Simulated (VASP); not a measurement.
FeO (Wuestite), 2 atoms in the cell. Symmetry: R-3m, No. 166, trigonal system. The conventional cell has a = 3.038 Å, b = 3.038 Å, c = 7.559 Å, α = 90.00°, β = 90.00°, γ = 120.00°. Fe (site symmetry -3m) is surrounded by 6 O at 2.16 Å. Around O (site symmetry -3m) lie 6 Fe at 2.16 Å. 

| Quantity | Value |
| --- | --- |
| Program | VASP 6.6.1 |
| Task | single point |
| Functional | RPBE |
| Potentials or basis | VASP PAW PBE potentials, release 64 (Fe, O) |
| Cutoff | 500 eV |
| k mesh | 11 × 11 × 11 |
| Occupations | gaussian, width 0.02 eV |
| Spin | collinear spin, ferromagnetic start |
| Starting moments | [3.0, 0.0] μB |
| Further INCAR settings | ALGO = Normal; EDIFF = 1e-06 |

Potentials or basis: VASP PAW PBE potentials, release 64 (Fe, O).

Run with:

```sh
$ cat potpaw_PBE.64/Fe/POTCAR potpaw_PBE.64/O/POTCAR > POTCAR
$ mpirun -np 1 vasp_std > vasp.out
```

Hardware: 1 thread of Intel(R) Xeon(R) 6975P-C (Granite Rapids) (shared host).

Problem. How long does it take, and how much memory?

Solution. It took 34 s on 1 thread of Intel(R) Xeon(R) 6975P-C (Granite Rapids), on a shared host, peak memory 0.18 GiB. Counts: scf iterations 15, k points 146.
